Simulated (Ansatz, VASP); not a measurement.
# Two plane-wave programs on HfO2

```xyz
3
Lattice="0.0000 2.5575 2.5575 2.5575 0.0000 2.5575 2.5575 2.5575 0.0000" Properties=species:S:1:pos:R:3 pbc="T T T"
Hf    0.0000    0.0000    0.0000
O     1.2788    1.2788    1.2788
O     3.8363    3.8363    3.8363
```

Measurements of this composition are mostly on another form, of space group No. 14.

Alike in both runs: task single point; functional PBE; k mesh 8 × 8 × 8; occupations gaussian, width 0.05 eV; no spin polarisation.

|  | VASP | Ansatz |
| --- | --- | --- |
| version | VASP 6.6.1 | Ansatz 0.2.0 |
| potentials or method | VASP PAW PBE potentials, release 64 (Hf_pv, O) | scalar-relativistic, plane waves, PAW |
| plane-wave cutoff (eV) | 520 | 420 |
| valence electrons in the cell | 22 | 38 |

|  | VASP | Ansatz | Ansatz less VASP |
| --- | --- | --- | --- |
| gap on the k mesh at the Fermi level (eV) | 3.73 | 3.72 | -0.009 |
| least direct gap on the mesh (eV) | 3.73 | 3.72 | -0.009 |
| pressure (GPa) | -6.0 | -2.5 | +3.50 |

One of these differences is far larger than is usual between the two programs; its cause wasn't traced. The two sets of potentials don't hold the same shells in valence.

Caveats: spin-orbit coupling is left out, which moves the levels of the heavy elements. A k mesh can miss the band edges. Expect the measured gap to be larger: semilocal functionals such as PBE lack the derivative discontinuity.
